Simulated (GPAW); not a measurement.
## CsPbCl3 in GPAW: the effect of functional

CsPbCl3:

```
Pb Cs Cl
1.0
     5.60500    0.00000    0.00000
     0.00000    5.60500    0.00000
     0.00000    0.00000    5.60500
Pb Cs Cl
1 1 3
Cartesian
  2.8025 2.8025 2.8025
  0.0000 0.0000 0.0000
  2.8025 0.0000 2.8025
  0.0000 2.8025 2.8025
  2.8025 2.8025 0.0000
```

Alike in all runs:

```yaml
Program: GPAW 26.7.0
Task: dielectric tensor
Cutoff: 400 eV
Basis: pw
k_mesh: 4 × 4 × 4
Occupations: fermi-dirac, width 0.001 eV
Spin: no spin polarisation
```

```tsv
functional	potentials or basis	dielectric constant (mean)
LDA	the program's PAW data sets (release 1.2.1) made for this functional	?
AM05	PAW data sets generated in the run's folder for this functional	3.78
PBEsol	PAW data sets generated in the run's folder for this functional	3.87
RPBE	the program's PAW data sets (release 1.2.1) made for this functional	3.58
GLLB-SC	the program's PAW data sets (release 1.2.1) made for this functional	3.13
```

Question: What does the run with functional LDA give?

Answer: Dielectric constant 3.99 mean.

Caveats: the long-wavelength limit can be off by a per cent or two; a model potential gives levels but no total energy (some runs); response on these states lacks terms of the Hamiltonian (some runs).

Runs at the PBE level aren't shown here.
